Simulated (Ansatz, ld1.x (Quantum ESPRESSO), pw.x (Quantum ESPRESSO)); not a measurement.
**From atom to crystal: TM potential for Li**

```
Element                 : Li (Z = 3)
Generator               : ld1.x (Quantum ESPRESSO) 7.5
Type                    : norm-conserving Troullier–Martins (Kleinman–Bylander form)
Functional              : PBE
Relativity              : scalar-relativistic
Frozen core             : [He]
Valence charge          : 1
Reference configuration : 2s1 2p0
Partial waves           : 2p (bound, empty): rc 4.20 bohr; 3d channel at 0.4 Ry: rc 4.55 bohr; 2s (bound): rc 3.45 bohr
Local potential         : the s channel
Core correction         : none
```

Atomic tests: cutoffs needed: 6 Ry and 6 Ry (the cutoffs (Ry, on a coarse ladder) from which the occupation-weighted sum of valence levels, in a spherical-Bessel basis at the reference potential, stays within 10 and 1 mRy of its value at 400 Ry); ghost test: no extra level below or beside the all-electron valence levels (p, d, s, f tested) (spherical-Bessel basis up to 400 Ry, 20 bohr box); largest excitation error: +4.5 meV (all-electron minus pseudo) for 2s0.5 2p0, out of 2 test configurations.

Crystal test: fcc Li in pw.x 7.5, no spin, 13³ k-points, Fermi–Dirac smearing 0.01 Ry, cutoffs 35/140 Ry. The reference is all-electron LAPW (Ansatz 0.2.0) with the same functional, mesh and smearing; V0 and B0 come from Birch–Murnaghan fits to the pressures at five volumes. Errors are pseudo minus all-electron; Δ is the rms difference of the E(V) curves that follow from these fits, minima aligned, over ±6 % about the mean V0. Mesh and smearing are coarse, so the numbers serve the comparison and aren't converged zero-temperature values; the lattice is a test structure that the element need not adopt.

All-electron: a0 = 4.329 Å (V0 = 20.28 Å³/atom), B0 = 13.7 GPa.

Q: How far does the potential miss the all-electron equation of state?

A: mean pressure error (GPa): -1.07. The pressure does not cross zero within the volumes sampled, so no fit is given. The largest radius (4.55 bohr) exceeds half the bond length (2.90 bohr), so the spheres overlap, which is one possible source of error among others. This is a poor potential for the solid.

| V (Å³/atom) | P all-electron (GPa) | P pseudo (GPa) |
| --- | --- | --- |
| 19.331 | 0.71 | -0.56 |
| 19.839 | 0.31 | -0.84 |
| 20.348 | -0.05 | -1.10 |
| 20.857 | -0.37 | -1.33 |
| 21.365 | -0.66 | -1.54 |

Q: At the middle volume, how do free energy and pressure move when the wave cutoff is lowered (ecutrho kept at four times it)?

A:

```tsv
cutoff (Ry)	shift of F (meV/atom)	shift of P (GPa)
16	+0.2	-0.00
21	+0.1	-0.00
28	+0.0	-0.00
```

The run at the middle volume (84 k-points, 6 iterations) took about 3.6 s on one core of a shared host (Neoverse-V1, 32 threads, 247 GiB, load 26).
